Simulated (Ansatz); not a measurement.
**Ba: equation of state**

How stiff is Ba, and at what volume does the pressure vanish? The cell is scaled evenly, atoms carried along, and solved with LAPW, PAW and all-electron datasets made for the crystal.

This is Ba in the simple cubic structure; at room conditions it is bcc.

Method: DFT PBE, scalar-relativistic, in Ansatz 0.2.0.

## (1) Starting point

It takes space group Pm-3m (No. 221, cubic). Conventional cell: a = 3.950 Å, b = 3.950 Å, c = 3.950 Å, α = 90.00°, β = 90.00°, γ = 90.00°. Ba (site symmetry m-3m) is surrounded by 6 Ba at 3.95 Å.

Coordinates:

```xyz
1
Lattice="3.9502 0.0000 0.0000 0.0000 3.9502 0.0000 0.0000 0.0000 3.9502" Properties=species:S:1:pos:R:3 pbc="T T T"
Ba    0.0000    0.0000    0.0000
```

The cell was relaxed by PAW from a hypothetical start (sc type); it needn't be the stable phase of this composition.

## (2) Volume × 0.95, LAPW

The input, input.yaml:

```yaml
crystal:
  lattice:
    - [3.88320303, 0.0, 0.0]
    - [0.0, 3.88320303, 0.0]
    - [0.0, 0.0, 3.88320303]
  atoms:
    - { symbol: Ba, position: [0.0, 0.0, 0.0] }
kpoints:
  mp_grid: { grid: [13, 13, 13] }
scf:
  occupations: { method: fermi_dirac, width: 0.05 }
hamiltonian:
  xc: pbe
  pseudopotentials: { kind: all_electron, lapw: { basis_error: 0.00025 } }
output:
  forces: true
  stress: true
  eigenvalues: true
```

The run is started by

```bash
$ ansatz run input.yaml --threads 1 --pin off --max-ram 2048MiB --backend cpu --events-out ev --progress --plain --runs-dir out
```

## (3) Volume × 0.95, PAW

input.yaml, as its differences from that of step 2:

```diff
@@ -13,3 +13,3 @@
   xc: pbe
-  pseudopotentials: { kind: all_electron, lapw: { basis_error: 0.00025 } }
+  pseudopotentials: { kind: paw }
 output:
@@ -18 +18,2 @@
   eigenvalues: true
+  efg: { contact_densities: true }
```

## (4) Volume × 0.95, crystal datasets

input.yaml, as its differences from that of step 3:

```diff
@@ -13,3 +13,3 @@
   xc: pbe
-  pseudopotentials: { kind: paw }
+  pseudopotentials: { kind: all_electron, datasets: crystal }
 output:
```

## (5) Volume × 0.975, LAPW

The input, input.yaml:

```yaml
crystal:
  lattice:
    - [3.9169717078, 0.0, 0.0]
    - [0.0, 3.9169717078, 0.0]
    - [0.0, 0.0, 3.9169717078]
  atoms:
    - { symbol: Ba, position: [0.0, 0.0, 0.0] }
kpoints:
  mp_grid: { grid: [13, 13, 13] }
scf:
  occupations: { method: fermi_dirac, width: 0.05 }
hamiltonian:
  xc: pbe
  pseudopotentials: { kind: all_electron, lapw: { basis_error: 0.00025 } }
output:
  forces: true
  stress: true
  eigenvalues: true
```

## (6) Volume × 0.975, PAW

input.yaml, as its differences from that of step 5:

```diff
@@ -13,3 +13,3 @@
   xc: pbe
-  pseudopotentials: { kind: all_electron, lapw: { basis_error: 0.00025 } }
+  pseudopotentials: { kind: paw }
 output:
@@ -18 +18,2 @@
   eigenvalues: true
+  efg: { contact_densities: true }
```

## (7) Volume × 1.025, LAPW

The input, input.yaml:

```yaml
crystal:
  lattice:
    - [3.9828154628, 0.0, 0.0]
    - [0.0, 3.9828154628, 0.0]
    - [0.0, 0.0, 3.9828154628]
  atoms:
    - { symbol: Ba, position: [0.0, 0.0, 0.0] }
kpoints:
  mp_grid: { grid: [13, 13, 13] }
scf:
  occupations: { method: fermi_dirac, width: 0.05 }
hamiltonian:
  xc: pbe
  pseudopotentials: { kind: all_electron, lapw: { basis_error: 0.00025 } }
output:
  forces: true
  stress: true
  eigenvalues: true
```

## (8) Volume × 1.025, PAW

input.yaml, as its differences from that of step 7:

```diff
@@ -13,3 +13,3 @@
   xc: pbe
-  pseudopotentials: { kind: all_electron, lapw: { basis_error: 0.00025 } }
+  pseudopotentials: { kind: paw }
 output:
@@ -18 +18,2 @@
   eigenvalues: true
+  efg: { contact_densities: true }
```

## (9) Volume × 1.05, LAPW

The input, input.yaml:

```yaml
crystal:
  lattice:
    - [4.0149363295, 0.0, 0.0]
    - [0.0, 4.0149363295, 0.0]
    - [0.0, 0.0, 4.0149363295]
  atoms:
    - { symbol: Ba, position: [0.0, 0.0, 0.0] }
kpoints:
  mp_grid: { grid: [13, 13, 13] }
scf:
  occupations: { method: fermi_dirac, width: 0.05 }
hamiltonian:
  xc: pbe
  pseudopotentials: { kind: all_electron, lapw: { basis_error: 0.00025 } }
output:
  forces: true
  stress: true
  eigenvalues: true
```

## (10) Volume × 1.05, PAW

input.yaml, as its differences from that of step 9:

```diff
@@ -13,3 +13,3 @@
   xc: pbe
-  pseudopotentials: { kind: all_electron, lapw: { basis_error: 0.00025 } }
+  pseudopotentials: { kind: paw }
 output:
@@ -18 +18,2 @@
   eigenvalues: true
+  efg: { contact_densities: true }
```

## (11) Volume × 1.05, crystal datasets

input.yaml, as its differences from that of step 10:

```diff
@@ -13,3 +13,3 @@
   xc: pbe
-  pseudopotentials: { kind: paw }
+  pseudopotentials: { kind: all_electron, datasets: crystal }
 output:
```

(Steps that only read results are left out.)

Before running it: what results should come out? Wanted: equilibrium volume; bulk modulus (for each run or level that gives them).

The runs gave:

| quantity | value |
| --- | --- |
| equilibrium volume (LAPW) | 61.567 Å³/atom |
| bulk modulus (LAPW) | 7.4 GPa |
| its pressure derivative (LAPW) | 3.6 |
| equilibrium volume (PAW) | 61.566 Å³/atom |
| bulk modulus (PAW) | 7.4 GPa |
| its pressure derivative (PAW) | 3.6 |

A third-order Birch-Murnaghan fit to the LAPW pressures puts zero pressure at 61.57 Å³/atom, -0.1 % from the given cell, with a bulk modulus of 7.4 GPa. PAW's volume lies less than 0.01 % and its modulus less than 0.1 % from LAPW's. No thermal or zero-point expansion is included. Spin-orbit coupling is left out, though the cell holds Ba; in elements this heavy it can shift bands and gaps by tenths of an eV.
